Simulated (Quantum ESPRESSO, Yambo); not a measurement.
# BAs (F-43m): G0W0 with Yambo, start to end, part 3 of 3

Wanted: ground state, empty states, screening and self-energy for BAs (F-43m).

Quantum ESPRESSO 7.5 and Yambo 5.3.0; PBE and many-body steps on it, plane waves. Known limits of the many-body steps: not at the basis limit; no spin-orbit coupling; coarse k mesh.

So far. Step 3 (Bands along the symmetry lines): The gap is 1.207 eV, as in the run before at this level. Step 4 (Empty states on the mesh, 4×4×4 mesh, 74 bands): On this mesh the gap is 1.451 eV. The earlier step found 1.207 eV, so this mesh misses an edge.

### 6. Screening and self-energy, 4×4×4 mesh, 74 bands, screening to 163.3 eV

G0W0 replaces the xc potential by the self-energy, built once from these orbitals. Only a window of levels is corrected, while the sums run over the empty bands that the input names.

This step: G0W0 on PBE, plane waves, norm-conserving pseudopotentials.

gw1.in reads:

```
HF_and_locXC
gw0
dyson
ppa
em1d
rim_cut
RandQpts= 1000000
RandGvec= 1 RL
EXXRLvcs= 100 Ry
VXCRLvcs= 400 Ry
Chimod= "HARTREE"
% BndsRnXp
 1 | 74 |
%
NGsBlkXp= 12 Ry
% LongDrXp
 1 | 1 | 1 |
%
% GbndRnge
 1 | 74 |
%
DysSolver= "n"
ExtendOut
PPAPntXp= 27.21138 eV
% QPkrange
 1 | 1 | 12 | 15 |
 7 | 7 | 12 | 15 |
%
```

Launch:

```bash
$ OMP_NUM_THREADS=1 mpirun -n 4 yambo -F gw1.in -J gw1 -C gw1 > gw1.log
```

Output:

```text
 Yambo, version 5.3.0

 [02] CORE Variables Setup
 =========================

  [... cell, symmetries and grids as in the set-up ...]

  [02.05] Energies & Occupations
  ==============================

  [X] === General ===
  [X] Electronic Temperature                        :  0.000000  0.000000 [eV K]
  [X] Bosonic    Temperature                        :  0.000000  0.000000 [eV K]
  [X] Finite Temperature mode                       : no
  [X] El. density                                   :  0.95404E+24 [cm-3]
  [X] Fermi Level                                   :  12.16515 [eV]

  [X] === Gaps and Widths ===
  [X] Conduction Band Min                           :  1.450685 [eV]
  [X] Valence Band Max                              :  0.000000 [eV]
  [X] Filled Bands                                  :  13
  [X] Empty Bands                                   :   14   74
  [X] Direct Gap                                    :  3.288876 [eV]
  [X] Direct Gap localized at k                     :  1
  [X] Indirect Gap                                  :  1.450685 [eV]
  [X] Indirect Gap between kpts                     :   1   7
  [X] Last valence band width                       :  5.185469 [eV]
  [X] 1st conduction band width                     :  3.822368 [eV]

 [03] Transferred momenta grid and indexing
 ==========================================

 IBZ Q-points                                      :   8
 BZ  Q-points                                      :   64

 K/Q-points units:
 rlu = crystal or reduced units; cc = cartesian coordinates; iku = interal k-units

 Q [1]          [rlu]:  0.000000  0.000000  0.000000
 Q [2]          [rlu]:  0.31652E-17  0.31652E-17  0.25000
 Q [3]          [rlu]: -0.63303E-17 -0.63303E-17 -0.50000
 Q [4]          [rlu]: -0.18488E-16  0.25000      0.25000
 Q [5]          [rlu]: -0.34720E-18  0.25000      0.50000
 Q [6]          [rlu]: -0.63303E-17  0.25000     -0.25000
 Q [7]          [rlu]:  0.36976E-16 -0.50000     -0.50000
 Q [8]          [rlu]:  0.250000 -0.500000 -0.250000

 [04] Coloumb potential Random Integration (RIM)
 ===============================================

  [04.01] RIM initialization
  ==========================

  * Diagonal components only detected *

  8 x (sBL volume)        :  0.168596 [a.u.]
  sBZ random points       :  1000000
  Points outside the sBZ  :   7996195
  RL volume               :  1.348768 [a.u.]
  Integrated volume       :  1.349410 [a.u.]

  [04.02] RIM integrals
  =====================

  Gamma point sphere radius             :  0.100207 [a.u.]
  Points outside the sphere             :   799659
  [Int_sBZ(q=0) 1/q^2]*(Vol_sBZ)^(-1/3) =:  7.764404
                                 should be <:  7.795600

  Summary of Coulomb integrals for non-metallic bands |Q|[au] RIM/Bare

  Q [1] 0.100000E-4 0.995998 * Q [2] 0.301388 1.064955
  Q [4] 0.348013 1.063169 * Q [6] 0.492165 1.026119
  Q [5] 0.577115 1.019126 * Q [3] 0.602777 1.017184
  Q [7] 0.696026 1.014132 * Q [8] 0.778181 1.011034

 [05] Dipoles
 ============

  [05.01] Setup: observables and procedures
  =========================================

 [06] Dynamic Dielectric Matrix (PPA)
 ====================================

 [WR./gw1//ndb.pp]---------------------------------------------------------------
  Brillouin Zone Q/K grids (IBZ/BZ)                :    8   64    8   64
  RL vectors                                       :   3839 [WF]
  Coulomb cutoff potential                         : none
  Electronic Temperature                           :  0.000000 [K]
  Bosonic    Temperature                           :  0.000000 [K]
  PPA    diel. fun.  energies                      : Perdew, Burke & Ernzerhof(X)+Perdew, Burke & Ernzerhof(C)
  wavefunctions                                    : Perdew, Burke & Ernzerhof(X)+Perdew, Burke & Ernzerhof(C)
  Global Gauge                                     : length
  X matrix size                                    :  169
  X band range                                     :    1   74
  X e/h energy range                               : -1.000000 -1.000000 [eV]
  X Time ordering                                  : R
  X Hxc Kernel                                     : HARTREE
  X Drude frequency                                :  0.000000  0.000000
  X poles                                          :  100.0000 [o/o]
  RL vectors in the sum                            :   3839
  [r,Vnl] included                                 : yes
  Field direction                                  :  0.577350E-5  0.577350E-5  0.577350E-5
  BZ energy Double Grid                            : no
  BZ energy DbGd points                            : 0
  BZ Q point size factor                           : -1.000000
  X Optical Averaged directions                    : none

 [07] Local Exchange-Correlation + Non-Local Fock
 ================================================

 [VXC] Plane waves :  24933
 [EXS] Plane waves :  3143

 QP @ state[ 1 ] K range:  1  1
 QP @ state[ 1 ] b range:  12  15
 QP @ state[ 2 ] K range:   7   7
 QP @ state[ 2 ] b range:  12  15

 [xc] Functional : Perdew, Burke & Ernzerhof(X)+Perdew, Burke & Ernzerhof(C)
 [xc] LIBXC used to calculate xc functional
  PP Number of Atomic Species                      :  2
  NLCC RL compoments                               :  24933
  PP Number of Atomic Species                      :  2
  NLCC RL compoments                               :  24933

 [xc] E_xc :  -25.06069 [Ha]
      E_xc :  -50.12139 [Ry]

  Local XC kind (lXC) : Perdew, Burke & Ernzerhof(X)+Perdew, Burke & Ernzerhof(C)
  Non-Local XC kind (nlXC) : Hartree-Fock

  Corrections @ K [1] :  [eV]
 <12|nlXC|12> = -15.63444 -0.90780E-17 <12|lXC|12> = -14.20356  0.17703E-16
 <13|nlXC|13> = -15.63437 -0.37419E-17 <13|lXC|13> = -14.20356  0.37763E-15
 <14|nlXC|14> = -8.291934  0.88683E-17 <14|lXC|14> = -13.05303  0.94410E-16
 <15|nlXC|15> = -8.292112  0.25058E-17 <15|lXC|15> = -13.05303  0.35619E-21

  Corrections @ K [7] :  [eV]
 <12|nlXC|12> = -16.18410  0.14988E-16 <12|lXC|12> = -13.09065  0.35395E-16
 <13|nlXC|13> = -16.18413 -0.18558E-16 <13|lXC|13> = -13.09065  0.23602E-16
 <14|nlXC|14> = -6.915564 -0.57588E-17 <14|lXC|14> = -11.15102  0.15341E-15
 <15|nlXC|15> = -7.013746  0.47690E-17 <15|lXC|15> = -11.35416 -0.29506E-17

 [08] Dyson equation: Newton solver
 ==================================

  [08.01] G0W0 (W PPA)
  ====================

  [  GW  ] Bands range     :    1   74
  [GW/PPA] G damping       :  0.100000 [eV]

  QP @ state[ 1 ] K range:  1  1
  QP @ state[ 1 ] b range:  12  15
  QP @ state[ 2 ] K range:   7   7
  QP @ state[ 2 ] b range:  12  15

   Sc/G bands                                       :    1   74
   Sc/G damping                                     :  0.100000 ev
   Sc bands terminator                              : no
   Sx RL components                                 :  3143

   QP @ state[ 1 ] K range                          :  1  1
   QP @ state[ 1 ] b range                          :  12  15
   QP @ state[ 2 ] K range                          :   7   7
   QP @ state[ 2 ] b range                          :  12  15
   GF energies kind                                 : Perdew, Burke & Ernzerhof(X)+Perdew, Burke & Ernzerhof(C)
   GF WF`s kind                                     : Perdew, Burke & Ernzerhof(X)+Perdew, Burke & Ernzerhof(C)
   Xs energies kind                                 : Perdew, Burke & Ernzerhof(X)+Perdew, Burke & Ernzerhof(C)
   Xs WF`s kind                                     : Perdew, Burke & Ernzerhof(X)+Perdew, Burke & Ernzerhof(C)

 [11] Game Over & Game summary
```

Wall time 30 s (4 MPI ranks of Arm Neoverse V2, shared host); peak memory 1.4 GiB; 1.9 min of CPU time.

Numbers from this step:

```
G0W0 gap on the points computed              : 1.924 eV
starting gap on the mesh                     : 1.451 eV
k of the valence top                         : 0, 0, 0
k of the conduction bottom                   : 0, -0.5, -0.5
least direct G0W0 gap on the computed points : 4.109 eV
Z at the valence top                         : 0.8056
Z at the conduction bottom                   : 0.8155
```

The gap on the mesh goes from 1.45 eV to 1.92 eV, a correction of +0.47 eV. The start differs from the 1.21 eV found before because the two sample other k points.

Limits: finite bands, cutoff and mesh; no spin-orbit coupling; coarse k mesh. v1 is the top filled band, c1 the lowest empty one. Levels before and after the correction, in eV, zero at the valence-band top of each column:

|  | conduction bottom | valence top |
| --- | --- | --- |
| Kohn-Sham | 1.45 | 0.00 |
| G0W0 | 1.92 | 0.00 |

|  | level | energy (eV) |
| --- | --- | --- |
| Kohn-Sham | Γ v2-v1 | 0.000 |
| Kohn-Sham | Γ c1-c2 | 3.289 |
| Kohn-Sham | (0 -0.5 -0.5) v2-v1 | -4.074 |
| Kohn-Sham | (0 -0.5 -0.5) c1 | 1.451 |
| Kohn-Sham | (0 -0.5 -0.5) c2 | 1.459 |
| G0W0 | Γ v2-v1 | 0.000 |
| G0W0 | Γ c1-c2 | 4.109 |
| G0W0 | (0 -0.5 -0.5) v2-v1 | -4.335 |
| G0W0 | (0 -0.5 -0.5) c1 | 1.924 |
| G0W0 | (0 -0.5 -0.5) c2 | 2.011 |

### 7. Where the time went

Times are wall times on the hardware named with each run, good to a factor of about two.

| step | time | share | memory (GiB) |
| --- | --- | --- | --- |
| ground state | 8.4 s | 18 % | 0.26 |
| bands along the symmetry lines | 3.4 s | 7 % | 0.22 |
| empty states on the mesh | 3.7 s | 8 % | 0.27 |
| conversion and set-up | 2.1 s | 4 % | 0.24 |
| screening and self-energy | 30 s | 63 % | 1.4 |

### 8. Results

```json
{"PBE gap": "1.21 eV, indirect", "G0W0 gap on the mesh": "1.92 eV", "G0W0 gap over the zone (rigid shift)": "1.68 eV", "GW settings": "4×4×4 mesh, 74 bands, screening to 163.3 eV, Godby-Needs plasmon pole", "known limits": "not at the basis limit; no spin-orbit coupling; coarse k mesh"}
```

In words: G0W0 moves the gap on the mesh from 1.45 eV to 1.92 eV (+0.47 eV), with Z of 0.81 and 0.82 at the edges. The mesh misses the band edges by 0.24 eV in all; a rigid shift gives 1.68 eV for the zone. Only 2 of the mesh's irreducible points were corrected, so a valley elsewhere could overtake. The dearest step here is «screening and self-energy». Against experiment, by G0W0@PBE: the gap of 1.68 eV lies −0.14 eV from the measured 1.82 eV (indirect, 300 K, 2019); the direct gap of 4.11 eV lies −0.01 eV from the measured 4.12 eV (direct, 300 K, 2019); the gap of 1.68 eV lies −0.34 eV from the measured 2.02 eV (indirect, 300 K, 2019). An exciton line or allowed optical edge lies below the quasiparticle gap by the binding energy; a forbidden edge can push the onset above it. The calculation has static nuclei and no excitons; a measured gap holds zero-point and thermal motion, which mostly lowers it. Bands and cutoff are finite, so the gap is not at the basis limit. The miss can reach some tenths of an eV and take either sign; the mesh is an error of its own. In the G0W0 run levels were corrected at 2 k points alone, so a gap called «on the mesh» is the least over those, and an edge elsewhere would be missed. A denser mesh or path gives a starting gap of 1.21 eV: the GW mesh misses a band edge, so its gaps are not the fundamental one. The 4×4×4 mesh is coarse for this cell, which bears on the long-range parts of exchange and screening. The many-body steps are scalar-relativistic: spin-orbit coupling is not in them.

[Paths, hosts, dates, memory and timing lines, banners, echoed tables and standing remarks are left out of the program output.]

[Logs are printed without paths, hosts, clocks, repeated set-up lines and the standing remarks that a program may print on its own settings, such as how far it seeks lower states.]

[Runs of the session that timed out or met a known fault of the program may be left out.]

[Hosts, paths, dates, database ids (printed as entryN), source tags and the programs' standing remarks are cut or masked in the printed files.]
